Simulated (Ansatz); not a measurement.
Predict the output of the script below (the Python package of Ansatz (0.2.0)).

Contents of `POSCAR`:
```text
Li2S
1.0
   0.00000000    2.84450000    2.84450000
   2.84450000    0.00000000    2.84450000
   2.84450000    2.84450000    0.00000000
Li S
2 1
Direct
   0.25000000    0.25000000    0.25000000
   0.75000000    0.75000000    0.75000000
   0.00000000    0.00000000    0.00000000
```

`li2s_ddh.py`
```python
# -*- coding: utf-8 -*-
"""Dielectric-dependent hybrid for Li2S."""

import warnings

import ansatz as az
from ase.io import read
import numpy as np

KGRID = (4, 4, 4)
SMEARING = "fixed"


def count_gap(report):
    # lowest empty less highest filled band, counting bands; zero where they overlap
    return max(report.get("gap_by_band_count_ev") or 0.0, 0.0)

warnings.simplefilter("ignore", az.DeckWarning)

atoms = read("POSCAR", format="vasp")
xtal = az.Crystal.from_ase(atoms)

calc = (
    xtal.calculation()
    .kpoints(*KGRID)
    .occupations(SMEARING)
    .band_table()
)
semilocal = calc.functional("pbe").run().report
hybrid = calc.functional(exchange="pbe", correlation="pbe", exact_fraction="inverse_dielectric").run().report
alpha = hybrid["hybrid"]["exact_exchange_fraction"]
print(f"fraction of exact exchange {alpha:.4f}, so eps_inf = {1 / alpha:.2f}")
print(f"gap by band count: {count_gap(semilocal):.3f} eV semilocal, {count_gap(hybrid):.3f} eV hybrid")
```

Running `python li2s_ddh.py` prints:
```text
fraction of exact exchange 0.2579, so eps_inf = 3.88
gap by band count: 3.384 eV semilocal, 5.086 eV hybrid
```

The fraction is 0.2579, one over a mean dielectric constant (a third of the trace) of 3.88. It opens the gap from 3.384 to 5.086 eV, by 1.70 eV.

What to keep in mind:
- Energy and stress may still move on a finer k-point mesh.
- Of the deposited cell: the entry's cell lengths or inner coordinates differ somewhat from later room-temperature determinations.
- The starting cell is as deposited in a crystallographic database; the results hold for this polymorph, which needn't be the stable one.
- Gaps and levels are Kohn-Sham values on a finite set of k-points.
- The gaps are those of a coarse mesh; the run finds the dielectric constant of the semilocal functional on meshes of its own.
- Timing: 11 s on 1 thread of Intel(R) Xeon(R) Processor @ 2.30GHz (shared host), peak memory 0.85 GiB.
